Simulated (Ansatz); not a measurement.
# KF (Pm-3m) in Ansatz: notebook

Runs on KF. Level: LDA. Tasks: single point, equation of state.

Everything below comes from runs of Ansatz 0.2.0. Logs are shortened: lines on timing, memory, paths and dates and some standing lists are left out, and cuts for length are marked.

## Step 1: The structure

The structure is cubic, space group Pm-3m (No. 221). Conventional cell: a = 3.259 Å, b = 3.259 Å, c = 3.259 Å, α = 90.00°, β = 90.00°, γ = 90.00°. Around K (site symmetry m-3m) lie 8 F at 2.82 Å. F (site symmetry m-3m) has 8 K at 2.82 Å as nearest neighbours.

The cell comes from a database or a generator and needn't be the stable form of this composition.

## Step 2: Single point, LDA, collinear spin, ferromagnetic start, 16.27 Å³/atom (volume scaled by 0.94)

File input.yaml:

```yaml
crystal:
  lattice:
    - [3.1924270469, 0.0, 0.0]
    - [0.0, 3.1924270469, 0.0]
    - [0.0, 0.0, 3.1924270469]
  atoms:
    - { symbol: K, position: [0.0, 0.0, 0.0], spin: 0.5 }
    - { symbol: F, position: [0.5, 0.5, 0.5] }
hamiltonian:
  xc: lda
  pseudopotentials: { kind: paw }
magnetization:
  spin_polarized: true
kpoints:
  mp_grid: { grid: [8, 8, 8] }
scf:
  occupations: { method: gaussian, width: 0.02 }
output:
  forces: true
  stress: true
  eigenvalues: true
```

Potentials or basis: Ansatz PAW.

On the command line:

```
$ ansatz run input.yaml --threads 1 --pin off --max-ram 2560MiB --backend cpu --events-out ev --progress --plain --runs-dir out
```

The log of the run:

```text
Warning: RAYON_NUM_THREADS=1 ignored (pool sized by the plan → 1); use --threads N
Engine: ansatz 0.2.0, x86_64-unknown-linux-gnu
Pseudopotentials: kind: paw
Pseudopotential: K, paw, valence charge 9, recommended cutoff 420 eV (normal), K.paw.azcp
Pseudopotential: F, paw, valence charge 7, recommended cutoff 420 eV (normal), F.paw.azcp
Functional definition: SPW92
  exchange = slater_x
  correlation = pw_c
Crystal: 2 atoms, lattice volume = 32.536 Å³
Basis set: ecut = 420 eV, 619 PW (Γ)
Bands: 13, of which v1, the nominal top of the filled ones, is band 8 counted from 1 (7 counted from 0)
Symmetry: 48 space group operations
Space group: Pm-3m (ITA 221), of the structure as read, at distance tolerance 3.2e-5 Å
Magnetic group: BNS 221.92 (UNI 1594), of the structure as read, at distance tolerance 3.2e-5 Å
k-points: 35 of 512
Non-local potential: K, projectors of the file, l = 0: 3, l = 1: 2, l = 2: 2
Non-local potential: F, projectors of the file, l = 0: 2, l = 1: 2, l = 2: 1
PAW form: soft (Blöchl's): semilocal exchange-correlation on the pseudo side does not see the compensation charge
PAW frozen core: K, regenerated for the run's functional, and the local potential with it (the file was generated under x = pbe(κ = 0.804, μ = 0.2195149727645171), c = pbe(β = 0.06672455060314922))
PAW frozen core: F, regenerated for the run's functional, and the local potential with it (the file was generated under x = pbe(κ = 0.804, μ = 0.2195149727645171), c = pbe(β = 0.06672455060314922))
PAW one-centre angular grid: K, 110 points (default); XC on 64 Gauss nodes
PAW one-centre angular grid: F, 110 points (default); XC on 64 Gauss nodes
Initial density: superposition of atomic densities (chi_scale 0.1, normalization cell, long waves kept (reshape's long-wave potential 0.00 eV rms))
Starting moments: Σ|m| = 0.5 μB on 1 of 2 sites
Initial wavefunctions: pseudopotential atomic-orbital guess
Functional: x = slater, c = lda
SCF iter   1: F=—  HF=-2296.243110 eV  |F-HF|=—  |Δ(HF+E_count)|=         —  Δρ=1.22e-1 (↑1.14e-1 ↓1.22e-1)  dr2=1.52e1  dr2_m=1.10e-1  M=0.000 μB ∫|m|=0.040 μB  β_m=0.30  ethr=3.10e-3  ⟨swp⟩=6.7  Hψ=5996  notcnv=0
preconditioner: auto → none  [insulator: Δε(μ)=2.106 eV  Ē_g=16.147 eV  σ=0.020 eV  W_gap=1.00  n_scr=6 (ndim 8)  ℏωp=24.4 eV  f_vac=0.000  D(μ)=0.00/eV (n_scr^D=0)  ε∞_Penn≈3.3]
SCF iter   2: F=—  HF=-2292.748767 eV  |F-HF|=—  |Δ(HF+E_count)|=    3.49e0  Δρ=3.47e-2 (↑2.75e-2 ↓3.47e-2)  dr2=6.10e-1  dr2_m=5.63e-2  M=0.000 μB ∫|m|=0.020 μB  β_m=0.30  ethr=3.10e-3  ⟨swp⟩=3.8  Hψ=2773  notcnv=0  defer=70
SCF iter   3: F=—  HF=-2292.618003 eV  |F-HF|=—  |Δ(HF+E_count)|=   1.31e-1  Δρ=1.67e-2 (↑9.51e-3 ↓1.67e-2)  dr2=8.57e-2  dr2_m=2.83e-2  M=0.000 μB ∫|m|=0.015 μB  β_m=0.30  ethr=3.10e-3  ⟨swp⟩=2.1  Hψ=1539  notcnv=0  defer=70
SCF iter   4: F=—  HF=-2292.618629 eV  |F-HF|=—  |Δ(HF+E_count)|=   6.26e-4  Δρ=7.88e-3 (↑7.88e-3 ↓7.64e-3)  dr2=7.93e-3  dr2_m=1.43e-2  M=0.000 μB ∫|m|=0.011 μB  β_m=0.30  ethr=5.36e-4  ⟨swp⟩=2.1  Hψ=1689  notcnv=0  defer=70
SCF iter   5: F=—  HF=-2292.627505 eV  |F-HF|=—  |Δ(HF+E_count)|=   8.88e-3  Δρ=6.10e-3 (↑6.10e-3 ↓4.83e-3)  dr2=5.69e-3  dr2_m=7.22e-3  M=0.000 μB ∫|m|=0.008 μB  β_m=0.30  ethr=4.96e-5  ⟨swp⟩=2.9  Hψ=1551  notcnv=0  defer=70
Mixer restart at iter 5: flushing history
spin-set hold released at iteration 5 (site moments contracting): the magnetisation degrees of freedom join the quasi-Newton model from the next iteration; the mixer history was flushed
SCF iter   6: F=—  HF=-2292.627614 eV  |F-HF|=—  |Δ(HF+E_count)|=   1.09e-4  Δρ=3.72e-3 (↑3.72e-3 ↓3.33e-3)  dr2=1.06e-4  dr2_m=3.66e-3  M=0.000 μB ∫|m|=0.006 μB  β_m=0.42  ethr=3.56e-5  ⟨swp⟩=2.1  Hψ=1367  notcnv=0  defer=70
SCF iter   7: F=—  HF=-2292.629031 eV  |F-HF|=—  |Δ(HF+E_count)|=   1.42e-3  Δρ=1.82e-3 (↑1.82e-3 ↓1.58e-3)  dr2=2.90e-4  dr2_m=7.72e-4  M=0.000 μB ∫|m|=0.003 μB  β_m=0.48  ethr=6.60e-7  ⟨swp⟩=2.0  Hψ=1548  notcnv=0  defer=70
SCF iter   8: F=—  HF=-2292.629305 eV  |F-HF|=—  |Δ(HF+E_count)|=   2.75e-4  Δρ=1.21e-4 (↑9.66e-5 ↓1.21e-4)  dr2=9.44e-7  dr2_m=3.32e-6  M=0.000 μB ∫|m|=0.001 μB  β_m=0.56  ethr=6.60e-7  ⟨swp⟩=2.0  Hψ=1451  notcnv=0  defer=70
SCF iter   9: F=—  HF=-2292.629307 eV  |F-HF|=—  |Δ(HF+E_count)|=   1.92e-6  Δρ=4.38e-5 (↑4.38e-5 ↓4.22e-5)  dr2=2.47e-9  dr2_m=5.50e-7  M=0.000 μB ∫|m|=0.000 μB  β_m=0.78  ethr=6.25e-10  ⟨swp⟩=9.0  Hψ=4838  notcnv=0
SCF iter  10: F=—  HF=-2292.629308 eV  |F-HF|=—  |Δ(HF+E_count)|=   2.56e-7  Δρ=3.19e-6 (↑2.36e-6 ↓3.19e-6)  dr2=5.42e-10  dr2_m=2.16e-9  M=0.000 μB ∫|m|=0.000 μB  β_m=0.89  ethr=1.55e-11  ⟨swp⟩=4.1  Hψ=2806  notcnv=0
SCF iter  11: F=—  HF=-2292.629308 eV  |F-HF|=—  |Δ(HF+E_count)|=  9.57e-10  Δρ=6.26e-7 (↑6.26e-7 ↓5.73e-7)  dr2=9.79e-12  dr2_m=1.04e-10  M=0.000 μB ∫|m|=0.000 μB  β_m=0.95  ethr=3.39e-12  ⟨swp⟩=2.5  Hψ=1882  notcnv=0
SCF iter  12: F=-2292.629308 eV  HF=-2292.629308 eV  |F-HF|=4.55e-13  |Δ(HF+E_count)|=  7.19e-11  Δρ=1.91e-8 (↑1.49e-8 ↓1.91e-8)  dr2=3.83e-14  dr2_m=6.95e-14  M=0.000 μB ∫|m|=0.000 μB  ethr=1.00e-12  ⟨swp⟩=2.0  Hψ=1750  notcnv=0
SCF 1 converged in 12 iterations: F = -2292.629308 eV  dr2 = 3.83e-14
WARN: the starting moments were not kept: the SCF closed with an absolute magnetisation of 6.7e-8 μB, where they sum to 0.5 μB in size (1 site). That is at most 0.1 of that sum. Measured as dr2_m measures the in/out step, that magnetisation stands 1.2e-15 eV from none, at or under the dr2_threshold of 1.0e-7 eV: it is no larger than a step whose dr2_m would equal this threshold. The system may hold no moment; this SCF shows only that its start led to no more than that. To try another start: raise the starting moments (crystal.atoms[].spin, magnetization.per_species, magnetization.initial_magnetization, or on a non-collinear deck that types none of these the spinor_matrix: blocks that start its atoms; where the total moment is fixed, keep their sum and leave initial_magnetization as it is; typed ones take the place of any that the run laid by itself, positive ones on a crystal's lanthanoids without a Hubbard term where scf.initial_density.shell_occupations: [] is typed) or, if the notice of its spin-set hold's release reads "site moments contracting" or "site moments show no strong build", lengthen the hold (scf.mixing.spin_hold: { on: { confirm: 4 } }; for m-r²SCAN on two components see the key's manual first). Each may lead to a state that holds a moment. A second SCF, from the converged charge density, with the starting moments and any scf.initial_density.shell_occupations laid on it anew, would have followed, and was not run: the deck does not ask for one (magnetization.retry_lost_moments is false, the default). To let it run, set magnetization.retry_lost_moments: true and run the deck again, where that key's refused combinations let it; where memory then withholds it, that run's warning says so.
SCF converged after 12 iterations
Magnetization: 0.0000 μB (8.0000 up, 8.0000 down)
Absolute magnetization: 0.0000 μB (∫|ρ↑−ρ↓|, with the PAW one-centre terms)
Spin contamination: 0.0000 ħ² per cell (⟨S²⟩ above its minimum at these occupations)
Per-site moments (μB) at R_I (Å): [(2.496092651161623e-10, 1.1404482054668734), (-8.101821507268707e-9, 1.1404482054668734)]
Free energy (F): -2292.629308 eV
Harris-Foulkes:  -2292.629308 eV  (|F-HF|=4.55e-13)
Internal energy: -2292.629308 eV  (E = F + TS)
E sigma→0 (E₀):  -2292.629308 eV
Fermi energy:    5.895644 eV
--- Per-component energies (eV) ---
  E_band       = -108.698567
  E_kinetic    = 459.399475
  E_local      = -987.439717  (includes V_loc(G=0)·N_el)
  E_nonlocal   = 90.957738
  E_hartree    = 345.659669
  E_xc         = -211.955006
  E_vxc        = -265.785251  (∫ρ·V_xc dr)
  E_paw        = -929.883975  (= ΣΔE_a)
  E_vpaw       = -97.152170  (= ΣTr[D̂ρ^β])
  E_aug_tail   = 0.002013  (compensation charges beyond the density's cutoff)
  E_ewald      = -1059.740257
  E_core_change = 0.370752  (= ΣΔE_core)
  E_smearing   = -0.000000  (= −TS)
  E_closure    = -0.000000  (closes the sum)
  Σ components = -2292.629308   (vs F -2292.629308, Δ=0.00e0)
--- Forces (eV/Å), atoms counted from 1 ---
  atom   1  K     -0.00000000     0.00000000     0.00000000
  atom   2  F      0.00000000     0.00000000    -0.00000000
  max |Σ_I F_I| component: 3.05e-29 eV/Å
--- Stress (GPa, compression-positive) ---
       -4.217095      -0.000000       0.000000
        0.000000      -4.217095      -0.000000
        0.000000       0.000000      -4.217095
  P = ⅓ Tr σ = -4.2171 GPa (-42.171 kbar)
--- Band table (eV; the first three rows and the last of 70) ---
  k-point 0 ↑: bands = ["-23.7054", "-15.8270", "-6.8299", "-6.8299", "-6.8299", "2.6753", "2.6753", "2.6753", "9.0788", "10.8795", "10.8795", "16.7713", "16.7713"]
  k-point 1 ↑: bands = ["-23.6810", "-15.8350", "-6.9582", "-6.8091", "-6.8091", "2.4408", "2.6539", "2.6539", "9.5215", "11.0103", "11.2740", "16.5020", "16.5020"]
  k-point 2 ↑: bands = ["-23.6210", "-15.8560", "-7.2507", "-6.7584", "-6.7584", "1.9425", "2.6009", "2.6009", "10.5845", "11.3602", "12.2846", "15.9494", "15.9494"]
  k-point 34 ↓: bands = ["-23.2702", "-15.6304", "-7.5255", "-7.5255", "-7.5255", "1.5165", "1.5165", "1.5165", "13.2804", "13.2804", "13.2804", "18.1756", "18.1756"]
```

Run time: 1.8 s. Hardware: 1 thread of Intel Xeon at 2.60GHz (Ice Lake), shared host; peak memory 0.31 GiB.

Results:

| Quantity | Value |
| --- | --- |
| Free energy | -2292.6293 eV |
| Pressure | -4.2 GPa |
| Band gap on the k mesh | 6.37 eV, indirect (least direct gap 6.40 eV) |
| Net moment | 0.00 μB per cell |
| Absolute moment | 0.00 μB per cell |

Caveat: the pressure holds a Pulay correction of +0.5 GPa for the finite cutoff; the PAW data sets come from PBE, with cores solved anew for the run's functional, which leaves a small shift of forces and pressure; the starting moments weren't kept.

## Step 3: Single point, LDA, collinear spin, ferromagnetic start, 16.61 Å³/atom (volume scaled by 0.96)

Changes to input.yaml since step 2:

```diff
@@ -2,5 +2,5 @@
   lattice:
-    - [3.1924270469, 0.0, 0.0]
-    - [0.0, 3.1924270469, 0.0]
-    - [0.0, 0.0, 3.1924270469]
+    - [3.2149096683, 0.0, 0.0]
+    - [0.0, 3.2149096683, 0.0]
+    - [0.0, 0.0, 3.2149096683]
   atoms:
```

Potentials or basis: Ansatz PAW.

On the command line:

```
$ ansatz run input.yaml --threads 1 --pin off --max-ram 2560MiB --backend cpu --events-out ev --progress --plain --runs-dir out
```

It took 1.9 s on 1 thread of Intel Xeon at 2.60GHz (Ice Lake), shared host; peak memory 0.32 GiB.

The run converged. Its results:

```
Free energy            : -2292.6097 eV
Pressure               : -4.8 GPa
Band gap on the k mesh : 6.21 eV, indirect (least direct gap 6.25 eV)
Net moment             : 0.00 μB per cell
Absolute moment        : 0.00 μB per cell
```

Caveat: the pressure holds a Pulay correction of +0.5 GPa for the finite cutoff; the PAW data sets come from PBE, with cores solved anew for the run's functional, which leaves a small shift of forces and pressure; the starting moments weren't kept.

## Step 4: Single point, LDA, collinear spin, ferromagnetic start, 16.96 Å³/atom (volume scaled by 0.98)

Changes to input.yaml since step 3:

```diff
@@ -2,5 +2,5 @@
   lattice:
-    - [3.2149096683, 0.0, 0.0]
-    - [0.0, 3.2149096683, 0.0]
-    - [0.0, 0.0, 3.2149096683]
+    - [3.2370821598, 0.0, 0.0]
+    - [0.0, 3.2370821598, 0.0]
+    - [0.0, 0.0, 3.2370821598]
   atoms:
```

On the command line:

```
$ ansatz run input.yaml --threads 1 --pin off --max-ram 2560MiB --backend cpu --events-out ev --progress --plain --runs-dir out
```

Wall time 1.9 s (1 thread of Intel Xeon at 2.60GHz (Ice Lake), shared host); peak memory 0.32 GiB.

Results (log left out):

```yaml
Free_energy: -2292.5877 eV
Pressure: -5.3 GPa
Band_gap_on_the_k_mesh: 6.06 eV, indirect (least direct gap 6.11 eV)
Net_moment: 0.00 μB per cell
Absolute_moment: 0.00 μB per cell
```

Caveat: the pressure holds a Pulay correction of +0.5 GPa for the finite cutoff; the PAW data sets come from PBE, with cores solved anew for the run's functional, which leaves a small shift of forces and pressure; the starting moments weren't kept.

## Step 5: Single point, LDA, collinear spin, ferromagnetic start, 17.31 Å³/atom

Changes to input.yaml since step 4:

```diff
@@ -2,5 +2,5 @@
   lattice:
-    - [3.2370821598, 0.0, 0.0]
-    - [0.0, 3.2370821598, 0.0]
-    - [0.0, 0.0, 3.2370821598]
+    - [3.258955, 0.0, 0.0]
+    - [0.0, 3.258955, 0.0]
+    - [0.0, 0.0, 3.258955]
   atoms:
```

On the command line:

```
$ ansatz run input.yaml --threads 1 --pin off --max-ram 2560MiB --backend cpu --events-out ev --progress --plain --runs-dir out
```

Wall time 1.9 s (1 thread of Intel Xeon at 2.60GHz (Ice Lake), shared host); peak memory 0.32 GiB.

The run converged. Its results:

```
Free energy            : -2292.5640 eV
Pressure               : -5.8 GPa
Band gap on the k mesh : 5.93 eV, indirect (least direct gap 5.98 eV)
Net moment             : 0.00 μB per cell
Absolute moment        : 0.00 μB per cell
```

Caveat: the pressure holds a Pulay correction of +0.5 GPa for the finite cutoff; the PAW data sets come from PBE, with cores solved anew for the run's functional, which leaves a small shift of forces and pressure; the starting moments weren't kept.

## Step 6: Single point, LDA, collinear spin, ferromagnetic start, 17.65 Å³/atom (volume scaled by 1.02)

Changes to input.yaml since step 5:

```diff
@@ -2,5 +2,5 @@
   lattice:
-    - [3.258955, 0.0, 0.0]
-    - [0.0, 3.258955, 0.0]
-    - [0.0, 0.0, 3.258955]
+    - [3.2805381124, 0.0, 0.0]
+    - [0.0, 3.2805381124, 0.0]
+    - [0.0, 0.0, 3.2805381124]
   atoms:
```

Potentials or basis: Ansatz PAW.

On the command line:

```
$ ansatz run input.yaml --threads 1 --pin off --max-ram 2560MiB --backend cpu --events-out ev --progress --plain --runs-dir out
```

Run time: 2 s. Hardware: 1 thread of Intel Xeon at 2.60GHz (Ice Lake), shared host; peak memory 0.33 GiB.

Results (log left out):

* Free energy: -2292.5381 eV
* Pressure: -6.1 GPa
* Band gap on the k mesh: 5.79 eV, indirect (least direct gap 5.85 eV)
* Net moment: 0.00 μB per cell
* Absolute moment: 0.00 μB per cell

Caveat: the pressure holds a Pulay correction of +0.5 GPa for the finite cutoff; the PAW data sets come from PBE, with cores solved anew for the run's functional, which leaves a small shift of forces and pressure; the starting moments weren't kept.

## Step 7: Single point, LDA, collinear spin, ferromagnetic start, 18.00 Å³/atom (volume scaled by 1.04)

Changes to input.yaml since step 6:

```diff
@@ -2,5 +2,5 @@
   lattice:
-    - [3.2805381124, 0.0, 0.0]
-    - [0.0, 3.2805381124, 0.0]
-    - [0.0, 0.0, 3.2805381124]
+    - [3.3018409049, 0.0, 0.0]
+    - [0.0, 3.3018409049, 0.0]
+    - [0.0, 0.0, 3.3018409049]
   atoms:
```

On the command line:

```
$ ansatz run input.yaml --threads 1 --pin off --max-ram 2560MiB --backend cpu --events-out ev --progress --plain --runs-dir out
```

Wall time 2 s (1 thread of Intel Xeon at 2.60GHz (Ice Lake), shared host); peak memory 0.33 GiB.

It converged, with:

- Free energy: -2292.5110 eV
- Pressure: -6.4 GPa
- Band gap on the k mesh: 5.67 eV, indirect (least direct gap 5.73 eV)
- Net moment: 0.00 μB per cell
- Absolute moment: 0.00 μB per cell

Caveat: the pressure holds a Pulay correction of +0.5 GPa for the finite cutoff; the PAW data sets come from PBE, with cores solved anew for the run's functional, which leaves a small shift of forces and pressure; the starting moments weren't kept.

## Step 8: Single point, LDA, collinear spin, ferromagnetic start, 18.34 Å³/atom (volume scaled by 1.06)

Changes to input.yaml since step 7:

```diff
@@ -2,5 +2,5 @@
   lattice:
-    - [3.3018409049, 0.0, 0.0]
-    - [0.0, 3.3018409049, 0.0]
-    - [0.0, 0.0, 3.3018409049]
+    - [3.3228723057, 0.0, 0.0]
+    - [0.0, 3.3228723057, 0.0]
+    - [0.0, 0.0, 3.3228723057]
   atoms:
```

On the command line:

```
$ ansatz run input.yaml --threads 1 --pin off --max-ram 2560MiB --backend cpu --events-out ev --progress --plain --runs-dir out
```

It took 2 s on 1 thread of Intel Xeon at 2.60GHz (Ice Lake), shared host; peak memory 0.32 GiB.

Results (log left out):

* Free energy: -2292.4827 eV
* Pressure: -6.7 GPa
* Band gap on the k mesh: 5.55 eV, indirect (least direct gap 5.61 eV)
* Net moment: 0.00 μB per cell
* Absolute moment: 0.00 μB per cell

Caveat: the pressure holds a Pulay correction of +0.5 GPa for the finite cutoff; the PAW data sets come from PBE, with cores solved anew for the run's functional, which leaves a small shift of forces and pressure; the starting moments weren't kept.

## Step 9: Equation of state, LDA, collinear spin, ferromagnetic start

Potentials or basis: Ansatz PAW.

No new run: the results of the series are fitted here.

What came out:

```yaml
Equilibrium_volume: outside the volumes run
```

Energy against volume, from the lowest point:
```tsv
volume (Å³/atom)	energy (meV/atom)
16.268	0.00
16.614	9.82
16.960	20.81
17.306	32.68
17.652	45.60
17.999	59.16
18.345	73.32
```

## Step 10: The reference run

An earlier run on the cell as given: functional PBE; potentials or basis Ansatz PAW; cutoff 420 eV (not typed: the program's choice for these potentials); k mesh 8 × 8 × 8; occupations fermi-dirac, width 0.05 eV; no spin polarisation.

* Pressure: 0.0 GPa
* Band gap on the k mesh: 6.27 eV, indirect (least direct gap 6.32 eV)
